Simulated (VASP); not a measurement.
The system is Cu.

```
Cu
1.0
    -1.43419    1.43419    1.43419
     1.43419   -1.43419    1.43419
     1.43419    1.43419   -1.43419
Cu
1
Direct
  0.00000 0.00000 0.00000
```

This isn't the form of Cu at room conditions, which is fcc.

| Quantity | Value |
| --- | --- |
| Program | VASP 6.6.1 |
| Task | relaxation of cell and atoms |
| Functional | PBE |
| Dispersion | D3(BJ) |
| Potentials or basis | VASP PAW PBE potentials, release 64 (Cu) |
| Cutoff | 600 eV |
| k mesh | 20 × 20 × 20 |
| Occupations | gaussian, width 0.1 eV |
| Spin | no spin polarisation |

At the start: pressure -5.2 GPa; volume 11.80 Å³/atom.

Where does the relaxation end?

Over 3 steps the energy falls by 6.9 meV/atom and the volume is 11.39 Å³/atom (-3.5 %); space group Im-3m (No. 229, to 0.05 Å).

The path:
```
step  energy change (eV)  largest force (eV/Å)  pressure (GPa)  volume (Å³)
   1              0.0000                0.0000           -5.17        11.80
   2             -0.0045                0.0000            3.43        11.16
   3             -0.0069                0.0000            0.01        11.39
```

Final structure:
```xyz
1
Lattice="-1.4174 1.4174 1.4174 1.4174 -1.4174 1.4174 1.4174 1.4174 -1.4174" Properties=species:S:1:pos:R:3 pbc="T T T"
Cu    0.0000    0.0000    0.0000
```

Caveat: pairwise dispersion overbinds metals, which lowers pressure and volume.
